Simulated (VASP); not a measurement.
Se: relaxation of cell and atoms with PBEsol

The system is Se.

```
Se
1.0
     1.95615    1.12939    0.89515
    -1.95615    1.12939    0.89515
     0.00000   -2.25877    0.89515
Se
1
Direct
  0.00000 0.00000 0.00000
```

This isn't the form of Se at room conditions, which is trigonal, of chains.

- Program: VASP 6.6.1
- Task: relaxation of cell and atoms
- Functional: PBEsol
- Potentials or basis: VASP PAW PBE potentials, release 64 (Se)
- Cutoff: 250 eV
- k mesh: 21 × 21 × 21
- Occupations: gaussian, width 0.1 eV
- Spin: no spin polarisation
- Target pressure: 187.5 GPa
- Further INCAR settings: ALGO = Normal; EDIFF = 1e-07; IBRION = 2; EDIFFG = -0.002; NSW = 80; ISIF = 3
- Target pressure: 187.5 GPa

* Relaxed volume: 10.68 Å³/atom
* Relaxed cell: a = 2.403 Å, b = 2.403 Å, c = 2.403 Å, α = 109.46°, β = 109.46°, γ = 109.46°
* Space group after relaxing (to 0.05 Å): Im-3m (No. 229)
* Energy change on relaxing (the enthalpy is what falls): +1122.2 meV/atom
* Ionic steps: 19
* Pressure after relaxing: 187.5 GPa
* Band gap on the k mesh: none (metal or under the smearing width)

The path:
```csv
step,energy change (eV),largest force (eV/Å),pressure (GPa),volume (Å³)
1,0.0000,0.0000,124.99,11.87
2,21.1326,0.0000,1647.30,5.56
3,0.7802,0.0000,169.91,11.01
4,0.9505,0.0000,179.74,10.85
5,1.0857,0.0000,187.53,10.74
6,1.0603,0.0000,186.07,10.76
7,1.0698,0.0000,186.20,10.75
8,1.0865,0.0000,186.63,10.73
9,1.1268,0.0000,188.41,10.69
10,1.2701,0.0000,196.40,10.57
11,1.1639,0.0000,190.04,10.65
12,1.1807,0.0000,190.89,10.63
13,1.0365,0.0000,182.63,10.76
14,1.1318,0.0000,188.06,10.67
15,1.1328,0.0000,188.10,10.67
16,1.1243,0.0000,187.63,10.68
17,1.1236,0.0000,187.58,10.68
18,1.1209,0.0000,187.43,10.68
19,1.1222,0.0000,187.48,10.68
```

Final structure:
```cif
data_structure
_symmetry_space_group_name_H-M 'P 1'
_symmetry_Int_Tables_number 1
_cell_length_a 2.4027
_cell_length_b 2.4027
_cell_length_c 2.4027
_cell_angle_alpha 109.457
_cell_angle_beta 109.457
_cell_angle_gamma 109.457
_cell_volume 10.68
loop_
_atom_site_label
_atom_site_type_symbol
_atom_site_fract_x
_atom_site_fract_y
_atom_site_fract_z
_atom_site_occupancy
Se1 Se 0.00000 0.00000 0.00000 1
```

Levels at points of the mesh, in eV from the Fermi level:
```csv
k point,band 1,band 2,band 3,band 4,band 5,band 6
"(0.00, 0.00, 0.00)",-24.77,7.90,7.92,7.92,14.13,14.13
```

It took 2.3 min on 1 thread of AMD EPYC 9R45 (Zen 5), on a shared host, peak memory 0.1 GiB.

Caveat: the cutoff is under 1.25 times the usual one of these potentials, so pressure, stress and relaxed cells hold a basis-set (Pulay) error; the cell is relaxed towards a set pressure, so the enthalpy falls and the energy may rise; the PAW data sets were made with another functional, which shifts forces and pressure a little.
